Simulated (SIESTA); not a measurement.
Crystal: Hf.

```
CELL_PARAMETERS angstrom
-1.80500 1.80500 1.80500
1.80500 -1.80500 1.80500
1.80500 1.80500 -1.80500
ATOMIC_POSITIONS crystal
Hf 0.00000 0.00000 0.00000
```

This isn't the form of Hf at room conditions, which is hcp.

Base run:

* Program: SIESTA 5.4.2
* Functional: PBEsol
* Potentials or basis: PseudoDojo 0.4 standard (PBEsol files)
* Basis: DZP (energy shift 0.003 Ry; two zetas on semicore shells)
* Grid cutoff: 800 Ry
* Energy shift: 0.003 Ry
* k mesh: 8 × 8 × 8
* Occupations: fermi-dirac, width 0.05 eV
* Spin: no spin polarisation

Its results: band gap on the k mesh none (metal or under the smearing width); pressure -9.7 GPa.

Problem. The run is repeated on the same cell with these changes: potentials or basis from PseudoDojo 0.4 standard (PBEsol files) to PseudoDojo 0.4 standard (PBEsol files, fully relativistic); spin from no spin polarisation to non-collinear spin, zero start, spin-orbit coupling. What comes out?

Solution. Band gap on the k mesh none (metal or under the smearing width); pressure -12.3 GPa; net moment 0.00 μB per cell.

Caveats: short orbitals over semicore shells can move pressures by several GPa; the basis of atomic orbitals isn't converged, which shifts pressures, moduli and gaps.

Not every run made on this cell is shown here.
